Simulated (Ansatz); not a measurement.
**Sn on Mg(0001), hcp start, 2x2 cell: work function, bands and core levels**

What would XPS and UPS show for Sn on Mg(0001), hcp start, 2x2 cell? Spin–orbit coupling is left out of the bands throughout.

Calculated with Ansatz 0.2.0; DFT, PBE, plane-wave PAW, default files, scalar-relativistic.

**1. Starting point**

The cell holds 4 atoms: 4 Mg. Cell: a = 3.190 Å, b = 3.190 Å, c = 22.785 Å, α = 90.0°, β = 90.0°, γ = 60.0°. It derives from Mg. Vacuum lies along c.

**2. The clean face**

The clean face is the reference for what the added atoms change.

Contents of input.yaml:

```yaml
crystal:
  lattice:
    - [3.19, 0.0, 0.0]
    - [1.595, 2.7626210381, 0.0]
    - [0.0, 0.0, 22.785]
  atoms:
    - { symbol: Mg, position: [0.0, 0.0, 0.670836076] }
    - { symbol: Mg, position: [0.666666667, 0.666666667, 0.556945359] }
    - { symbol: Mg, position: [0.0, 0.0, 0.443054641] }
    - { symbol: Mg, position: [0.666666667, 0.666666667, 0.329163924] }
kpoints:
  mp_grid: { grid: [18, 18, 1] }
scf:
  occupations: { method: fermi_dirac, width: 0.05 }
  n_extra_bands: 12
hamiltonian:
  xc: pbe
  pseudopotentials: { kind: paw }
output:
  forces: true
  write_potential: true
  volumetric_format: []
  dos:
    projected: true
    de: 0.05
    e_range: [-30, 12]
    method: { smearing: { sigma: 0.1, scheme: gaussian } }
efield:
  axis: 3
  dipole_correction: true
relax:
  f_tol: 0.03
  max_steps: 50
  constraints: [{ sites: [2, 3] }]
```

The run is started by

```
ansatz run input.yaml --threads 8 --pin off --max-ram 20480MiB --backend cpu --events-out ev --progress --plain --runs-dir out
```

Numbers of over 12 decimals in the logs are rounded to 6 here.

What it wrote:

```text
scf.n_extra_bands = 12 over 20 filled bands (N_el = 40.0): the run solves 32 bands
Engine: ansatz 0.2.0, aarch64-unknown-linux-gnu
Pseudopotentials: kind: paw
Pseudopotential: Mg, paw, valence charge 10, recommended cutoff 420 eV (normal), Mg.paw.azcp
Functional definition: PBE
  parameter kappa = 0.804
  parameter beta = 0.066725
  exchange = pbe_x(kappa = kappa, mu = beta*pi^2/3)
  correlation = pbe_c(beta = beta)
Crystal: 4 atoms, lattice volume = 200.799 Å³
Basis set: ecut = 420 eV, 3977 PW (Γ), exchange–correlation on 48×48×320 points (8 copies of the dense FFT grid, shifted against one another)
Bands: 32, of which v1, the nominal top of the filled ones, is band 20 counted from 1 (19 counted from 0)
Symmetry: 6 space group operations
k-points: 37 of 324 (time reversal used)
Non-local potential: Mg, projectors of the file, l = 0: 3, l = 1: 2, l = 2: 1
PAW form: soft (Blöchl's): semilocal exchange-correlation on the pseudo side does not see the compensation charge
PAW one-centre angular grid: Mg, 110 points (default); XC on 64 Gauss nodes
Initial density: superposition of atomic densities (neutral atoms: chi_scale 0, normalization atom), corrected by the library's trained network
Initial wavefunctions: pseudopotential atomic-orbital guess
Functional: x = pbe(κ = 0.804, μ = 0.219515), c = pbe(β = 0.066725)
SCF iter   1: F=—  HF=-7694.609255 eV  |F-HF|=—  |Δ(HF+E_count)|=         —  Δρ=7.13e-4  dr2=4.73e-3  ethr=1.77e-3  p=0.000 e·Å  D=2.50e-14 V/Å  ΔV_dip=-0.00 eV  dr2_dipole=4.46e-8  V_vac-E_F(+/−)=3.83/3.83 eV  ⟨swp⟩=6.4  Hψ=6165  notcnv=0  defer=62
efield: sawtooth ramp at fractional position 0.9500 (placed from the atoms, in the widest stretch of the axis that holds none; the zero of the levels goes with the place), width 0.1000; the density the first Hamiltonian is built on has a dipole p = 0.000 e·Å; the dipole correction subtracts the counter field D = 2.50e-14 V/Å, which shifts the + side's vacuum level by -0.00 eV against the − side's; the planar-averaged density in the ramp window peaks in size at 5.0e-5 e/Å³
preconditioner: auto → LDOS  [metal: Δε(μ)=0.086 eV  Ē_g=7.186 eV  σ=0.050 eV  W_gap=0.35  n_scr=14 (ndim 8)  ℏωp=7.4 eV  f_vac=0.481  D(μ)=1.95/eV (n_scr^D=8)  β→1.0]
SCF iter   2: F=—  HF=-7694.609484 eV  |F-HF|=—  |Δ(HF+E_count)|=   2.28e-4  Δρ=2.75e-4  dr2=3.71e-4  ethr=1.18e-5  p=-0.000 e·Å  D=-3.93e-6 V/Å  ΔV_dip=0.00 eV  dr2_dipole=2.84e-8  V_vac-E_F(+/−)=3.79/3.79 eV  ⟨swp⟩=2.0  Hψ=1850  notcnv=0  defer=164
SCF iter   3: F=—  HF=-7694.609467 eV  |F-HF|=—  |Δ(HF+E_count)|=   1.61e-5  Δρ=1.05e-4  dr2=5.28e-5  ethr=9.26e-7  p=0.000 e·Å  D=2.13e-7 V/Å  ΔV_dip=-0.00 eV  dr2_dipole=3.49e-9  V_vac-E_F(+/−)=3.77/3.77 eV  ⟨swp⟩=3.0  Hψ=1891  notcnv=0  defer=164
iter 4 did not close the SCF: its close was put off for the readings that it lacked (scf_convergence_deferred on its scf_iter line)
SCF iter   4: F=-7694.609465 eV  HF=-7694.609464 eV  |F-HF|=4.17e-7  |Δ(HF+E_count)|=   3.18e-6  Δρ=1.62e-5  dr2=1.03e-6  ethr=1.32e-7  p=0.000 e·Å  D=8.18e-7 V/Å  ΔV_dip=-0.00 eV  dr2_dipole=2.46e-10  V_vac-E_F(+/−)=3.76/3.76 eV  ⟨swp⟩=3.0  Hψ=1864  notcnv=0  defer=164
iter 5 did not close the SCF: its close was put off for the readings that it lacked (scf_convergence_deferred on its scf_iter line)
SCF iter   5: F=-7694.609465 eV  HF=-7694.609465 eV  |F-HF|=2.45e-8  |Δ(HF+E_count)|=   7.02e-7  Δρ=4.33e-6  dr2=6.75e-8  ethr=2.57e-9  p=0.000 e·Å  D=1.82e-7 V/Å  ΔV_dip=-0.00 eV  dr2_dipole=2.81e-12  V_vac-E_F(+/−)=3.76/3.76 eV  ⟨swp⟩=2.1  Hψ=1616  notcnv=0  defer=164
SCF iter   6: F=-7694.609465 eV  HF=-7694.609465 eV  |F-HF|=2.17e-9  |Δ(HF+E_count)|=  5.02e-10  Δρ=1.92e-6  dr2=4.50e-9  ethr=1.69e-10  p=-0.000 e·Å  D=-1.08e-8 V/Å  ΔV_dip=0.00 eV  dr2_dipole=1.27e-12  V_vac-E_F(+/−)=3.76/3.76 eV  ⟨swp⟩=11.4  Hψ=7279  notcnv=0
SCF 1 converged in 6 iterations: F = -7694.609465 eV  dr2 = 4.50e-9
  greatest PAW one-centre occupation: 1.000 electrons in one spin orbital (limit 2), on the Mg atom at site 1 (counted from 0), in its partial waves of l = 0
relax step   1: F+E_penalty+E_count = -7694.60946500 eV  Δ(F+E_penalty+E_count) = +0.000e0 eV  max|allowed force component| = 4.974e-2 eV/Å  Δτ_max = 0.0000 Å  (6 SCF iters, dr2 threshold 2.25e-5 eV, accepted)
Initial density: handed on by an earlier stage of this run
Initial wavefunctions: those handed on with the density
iter 1 solved again at ethr=6.86e-6 eV; its pass at ethr=3.10e-3 eV (dr2=2.74e-3 eV) is discarded
SCF iter   1: F=—  HF=-7694.610400 eV  |F-HF|=—  |Δ(HF+E_count)|=         —  Δρ=2.56e-4  dr2=9.58e-4  ethr=6.86e-6  p=0.000 e·Å  D=2.35e-7 V/Å  ΔV_dip=-0.00 eV  dr2_dipole=1.75e-5  V_vac-E_F(+/−)=3.76/3.76 eV  ⟨swp⟩=2.4  Hψ=3967  notcnv=0  defer=173
efield: sawtooth ramp at fractional position 0.9500 (handed on by an earlier solve), width 0.1000; the density the first Hamiltonian is built on has a dipole p = 0.000 e·Å; the dipole correction subtracts the counter field D = 2.35e-7 V/Å, which shifts the + side's vacuum level by -0.00 eV against the − side's; the planar-averaged density in the ramp window peaks in size at 6.9e-6 e/Å³
preconditioner: auto → LDOS  [metal: Δε(μ)=0.022 eV  Ē_g=7.142 eV  σ=0.050 eV  W_gap=0.11  n_scr=14 (ndim 8)  ℏωp=7.4 eV  f_vac=0.478  D(μ)=2.05/eV (n_scr^D=8)  β→1.0]
SCF iter   2: F=—  HF=-7694.610331 eV  |F-HF|=—  |Δ(HF+E_count)|=   6.97e-5  Δρ=9.33e-5  dr2=1.14e-4  ethr=2.39e-6  p=-0.000 e·Å  D=-1.39e-4 V/Å  ΔV_dip=0.00 eV  dr2_dipole=2.04e-5  V_vac-E_F(+/−)=3.76/3.76 eV  ⟨swp⟩=1.8  Hψ=1146  notcnv=0  defer=173
SCF iter   3: F=—  HF=-7694.610329 eV  |F-HF|=—  |Δ(HF+E_count)|=   1.35e-6  Δρ=2.59e-5  dr2=5.72e-6  ethr=2.86e-7  p=0.000 e·Å  D=5.43e-5 V/Å  ΔV_dip=-0.00 eV  dr2_dipole=2.21e-8  V_vac-E_F(+/−)=3.76/3.76 eV  ⟨swp⟩=2.0  Hψ=1203  notcnv=0  defer=173
SCF iter   4: F=—  HF=-7694.610326 eV  |F-HF|=—  |Δ(HF+E_count)|=   3.73e-6  Δρ=5.63e-6  dr2=2.48e-7  ethr=1.43e-8  p=0.000 e·Å  D=1.01e-4 V/Å  ΔV_dip=-0.00 eV  dr2_dipole=2.33e-9  V_vac-E_F(+/−)=3.76/3.76 eV  ⟨swp⟩=2.0  Hψ=1154  notcnv=0  defer=173
SCF iter   5: F=-7694.610326 eV  HF=-7694.610326 eV  |F-HF|=3.76e-9  |Δ(HF+E_count)|=   4.16e-8  Δρ=1.44e-6  dr2=7.45e-9  ethr=2.50e-10  p=0.000 e·Å  D=1.30e-4 V/Å  ΔV_dip=-0.00 eV  dr2_dipole=9.56e-10  V_vac-E_F(+/−)=3.76/3.76 eV  ⟨swp⟩=13.9  Hψ=7284  notcnv=0
SCF 2 converged in 5 iterations: F = -7694.610326 eV  dr2 = 7.45e-9
  greatest PAW one-centre occupation: 1.000 electrons in one spin orbital (limit 2), on the Mg atom at site 2 (counted from 0), in its partial waves of l = 0
relax step   2: F+E_penalty+E_count = -7694.61032568 eV  Δ(F+E_penalty+E_count) = -8.607e-4 eV  max|allowed force component| = 1.373e-2 eV/Å  Δτ_max = 0.0300 Å  (5 SCF iters, accepted)
NSCF: frozen V_eff on 37 k-points
the band table was solved once a step of the walk had ended and its energy, with any forces and stress, was formed, with the checks that follow a solve (6763 applications of the Hamiltonian). They found nothing against the state; the energy, forces and stress were not computed again (output.eigenvalues in the input reference)
WARN: The output density's exchange-correlation potential varies sharply where the density is thin. Do not read a vacuum level from v_tot or v_xc, or from such a field of the output density. On a cell that repeats whose density bears no net charge and no dipole along the vacuum's axis use v_es (v_loc + v_h of the components); under efield.dipole_correction with no amplitude use v_es + v_field, which holds any externa [...]
SCF converged after 5 iterations
Free energy (F): -7694.610326 eV
Harris-Foulkes:  -7694.610326 eV  (|F-HF|=3.76e-9)
Internal energy: -7694.593863 eV  (E = F + TS)
E sigma→0 (E₀):  -7694.602094 eV
Entropy (-TS):   -0.016463 eV (-4.116 meV/atom)
Fermi energy:    0.592899 eV
Dipole field:    D = 0.000172 V/Å  (p = 0.000190 e·Å, saw-weighted, corrected)
Work function:   Φ+ = 3.7569 eV   Φ− = 3.7608 eV
Levels:          The Fermi level and band energies are counted from a zero that moves with the ramp; work functions are not
--- Per-component energies (eV) ---
  E_band       = -1631.482534
  E_kinetic    = 297.877345
  E_local      = -25631.497612  (includes V_loc(G=0)·N_el)
  E_nonlocal   = 383.031333
  E_hartree    = 11788.987751
  E_xc         = -112.358809
  E_vxc        = -144.879235  (∫ρ·V_xc dr)
  E_paw        = -1170.506755  (= ΣΔE_a)
  E_vpaw       = -113.982694  (= ΣTr[D̂ρ^β])
  E_aug_tail   = -0.000014  (compensation charges beyond the density's cutoff)
  E_efield     = 0.000000  (sawtooth field / dipole correction)
  E_vefield    = -0.000057  (∫n·V_field dr)
  E_ewald      = 6749.872898
  E_smearing   = -0.016463  (= −TS)
  E_closure    = -0.000000  (closes the sum)
  Σ components = -7694.610326   (vs F -7694.610326, Δ=0.00e0)
--- Forces (eV/Å), atoms counted from 1 ---
  atom   1  Mg     0.00000000    -0.00000000     0.01373067
  atom   2  Mg    -0.00000000     0.00000000    -0.01101542
  atom   3  Mg     0.00000000    -0.00000000     0.04485258
  atom   4  Mg    -0.00000000     0.00000000    -0.04757121
  max |Σ_I F_I| component: 3.38e-6 eV/Å
--- Band table (eV; the first three rows and the last of 37) ---
  k-point 0: bands = [... 16 lower, -6.0067, -5.2160, -3.9274, -2.1723, -0.4125, 1.7848, 3.3578, 4.3668, ... 8 higher]
  k-point 1: bands = [... 16 lower, -5.9456, -5.1553, -3.8673, -2.1125, -0.3558, 1.8422, 3.4164, 4.4257, ... 8 higher]
  k-point 2: bands = [... 16 lower, -5.7626, -4.9735, -3.6872, -1.9334, -0.1855, 2.0136, 3.5914, 4.6018, ... 8 higher]
  k-point 36: bands = [... 16 lower, 0.2973, 0.3234, 0.3321, 1.0002, 1.0056, 1.0143, 2.1722, 2.8225, ... 8 higher]
--- Relaxed structure (2 steps of the walk, 2 accepted, 0 SCFs on fresh bases) ---
  F+E_penalty+E_count = -7694.61032568 eV   max|allowed force component| = 1.373e-2 eV/Å
  atoms:
    - { symbol: Mg, position: [0, 0, 0.672154] }
    - { symbol: Mg, position: [0.666667, 0.666667, 0.557087] }
    - { symbol: Mg, position: [0.0, 0.0, 0.443054641] }
    - { symbol: Mg, position: [0.666667, 0.666667, 0.329163924] }
```

Run time: 4.9 s. Hardware: 8 threads of Arm Neoverse V1, shared host; peak memory 0.7 GiB.

The steps of the relaxation:

```
step  energy less that of the first step (eV)  largest force component (eV/Å)
   1                                   0.0000                          0.0497
   2                                  -0.0009                          0.0137
```

The run keeps the 6 symmetry operations that it works with, so distortions that break them were not tested.

The atoms that moved most (Å):

```
atom     dx     dy     dz  length
 Mg1  0.000  0.000  0.030   0.030
```

Numbers from this step:

```
free energy                                    : -7694.6103 eV
energy at zero smearing                        : -7694.6021 eV
smearing term TS                               : 0.01646 eV
Fermi energy                                   : 0.5929 eV
symmetry operations                            : 6
zero of energy                                 : Fermi level
share of occupied states in no projected shell : 0.2667 of the occupied states in the window
DOS at the Fermi level                         : 2.031 states/eV/cell
work function, upper face                      : 3.757 eV
work function, lower face                      : 3.760 eV
```

This run's widths, added to any smearing of the DOS itself: Gaussian 0.35 eV, Lorentzian 0.2 eV. The intensity by binding energy, zero at the Fermi level; values in % of the maximum within 13 eV:

```
binding energy (eV)  21.2 eV  40.8 eV  600 eV  1486.7 eV  5414.7 eV
               -1.0     1.93     2.34    1.97       1.86       1.80
               -0.5     4.24     5.50    4.38       4.02       3.86
                0.0     27.9     40.0    29.2       25.8       24.2
                0.5     54.7     75.3    56.9       51.1       48.4
                1.0     75.7     88.7    77.2       73.4       71.7
                1.5     82.3     87.9    82.7       81.3       80.6
                2.0     96.0     96.7    96.1       95.9       95.8
                2.5     88.9     87.5    88.7       89.1       89.3
                3.0     83.9     82.0    83.5       84.2       84.4
                3.5     82.5     79.8    82.1       82.9       83.3
                4.0     77.7     74.8    77.2       78.2       78.6
                4.5     67.8     63.6    67.5       68.5       69.0
                5.0     55.7     50.5    55.6       56.7       57.3
                5.5     51.0     45.8    51.0       52.1       52.7
                6.0     32.2     27.3    32.3       33.3       33.7
                6.5     18.7     15.4    18.9       19.5       19.8
                7.0     3.46     3.00    3.48       3.56       3.60
                7.5     1.47     1.34    1.47       1.50       1.51
                8.0    0.959    0.892   0.961      0.974      0.980
```

From the Fermi level. The planar mean, electrostatic potential by z:

z (Å), planar mean, electrostatic potential (eV) and a bar from the least value:
```
      0.0        3.8 ##############################
      0.5        3.8 ##############################
      1.0        3.8 ##############################
      1.5        3.8 ##############################
      2.0        3.8 ##############################
      2.5        3.8 ##############################
      3.0        3.8 ##############################
      3.5        3.8 ##############################
      4.0        3.7 ##############################
      4.5        3.7 ##############################
      5.0        3.6 ##############################
      5.5        3.3 #############################
      6.0        2.5 ############################
      6.5        0.3 #######################
      7.0       -5.3 #############
      7.5      -11.7 
      8.0       -5.1 #############
      8.5        0.2 #######################
      9.0        0.6 ########################
      9.5       -3.5 ################
     10.0      -11.4 #
     10.5       -6.9 #########
     11.0       -0.3 ######################
     11.5        0.9 ########################
     12.0       -2.2 ##################
     12.5      -10.4 ###
     13.0       -8.7 ######
     13.5       -1.0 #####################
     14.0        1.0 #########################
     14.5       -1.0 #####################
     15.0       -8.5 ######
     15.5      -10.6 ##
     16.0       -2.5 ##################
     16.5        1.3 #########################
     17.0        2.9 ############################
     17.5        3.5 #############################
     18.0        3.7 ##############################
     18.5        3.7 ##############################
     19.0        3.7 ##############################
     19.5        3.8 ##############################
     20.0        3.8 ##############################
     20.5        3.8 ##############################
     21.0        3.8 ##############################
     21.5        3.8 ##############################
     22.0        3.8 ##############################
     22.5        3.8 ##############################
```

The spectra weight each projected shell by its atomic cross section (Dirac–Hartree–Slater) and angular factor, for linear light with the analyser at 10° from the polarisation. Broadening, on top of any smearing of the DOS itself: a Gaussian of 0.35 eV and a Lorentzian of 0.2 eV plus 0 times the binding energy (full widths), Fermi edge at 77 K. Each atom is damped by exp[−depth/(λ cos θ)], θ = 45° from the normal, λ from the universal curve. Curves are cut 10 eV under the photon energy, above any shell that the free atom's threshold puts out of reach, or at the lower edge of the window: 8.3 eV at 21.2 eV, 8.3 eV at 40.8 eV, 8.3 eV at 600 eV, 8.3 eV at 1486.7 eV and 8.3 eV at 5414.7 eV. Dipole terms alone, which is rough above 3 keV; no background, satellites or final-state effects.

Share of each shell in the spectrum's area (%), by photon energy:

| shell | 21.2 eV | 40.8 eV | 600 eV | 1486.7 eV | 5414.7 eV |
| --- | --- | --- | --- | --- | --- |
| Mg 3s | 96.7 | 87.5 | 95.8 | 98.4 | 99.7 |
| Mg 3p* | 3.3 | 12.5 | 4.2 | 1.6 | 0.3 |

Cross sections used, in Mb an electron:

```
 shell  21.2 eV  40.8 eV  600 eV  1486.7 eV  5414.7 eV
 Mg 3s     0.12    0.085  0.0013     1.8e-4     6.3e-6
Mg 3p*    0.039    0.047  2.1e-4     1.3e-5     1.3e-7
```

At the Fermi level the DOS is 2.03 states/eV a cell.

(Part 1 of 4 ends here.)

[Logs are printed without paths, hosts, clocks, repeated set-up lines and the standing remarks that a program may print on its own settings, such as how far it seeks lower states.]

[Hosts, paths, dates, database ids (printed as entryN), source tags and the programs' standing remarks are cut or masked in the printed files.]

[Maps of the electrostatic potential energy from Ansatz leave out the sawtooth potential of an applied field or a dipole correction, so their vacuum need not be flat; work functions include it.]
